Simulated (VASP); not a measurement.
Set up this calculation in VASP 6.6.1, as the native input.

```
Task                   : single point
Functional             : RPBE
Potentials or basis    : VASP PAW PBE potentials, release 64 (Si, C)
Cutoff                 : 500 eV
k mesh                 : 10 × 10 × 10
Occupations            : gaussian, width 0.02 eV
Spin                   : no spin polarisation
Further INCAR settings : ALGO = Normal; EDIFF = 1e-06; NBANDS = 11
```

The structure of SiC (Moissanite 3C) lies in POSCAR:

```
SiC
1.0
    0.0000000000      2.1790000000      2.1790000000
    2.1790000000      0.0000000000      2.1790000000
    2.1790000000      2.1790000000      0.0000000000
Si C
1 1
Cartesian
    0.0000000000      0.0000000000      0.0000000000
    3.2685000000      3.2685000000      3.2685000000
```

One way to write it, as run:

INCAR

```
  ALGO = Normal
  EDIFF = 1E-6
  ENCUT = 500
  GGA = RP
  ISIF = 2
  ISMEAR = 0
  LASPH = True
  LCHARG = False
  LREAL = False
  LWAVE = False
  NBANDS = 11
  NELM = 60
  PREC = Accurate
  SIGMA = 0.02
```

KPOINTS

```
k-points
0
Gamma
  10 10 10
```

Potentials or basis: VASP PAW PBE potentials, release 64 (Si, C).

The run is started by

```sh
$ cat potpaw_PBE.64/Si/POTCAR potpaw_PBE.64/C/POTCAR > POTCAR
$ mpirun -np 1 vasp_std > vasp.out
```

Results of the run:

```
Pressure               : 6.0 GPa
Band gap on the k mesh : 1.36 eV, indirect (least direct gap 4.54 eV)
```

Caveat: the PAW data sets were made with another functional, which shifts forces and pressure a little.

Wall time 12 s on 1 thread of Intel(R) Xeon(R) Platinum 8375C CPU @ 2.90GHz (Ice Lake), with other jobs on the host, peak memory 0.13 GiB.
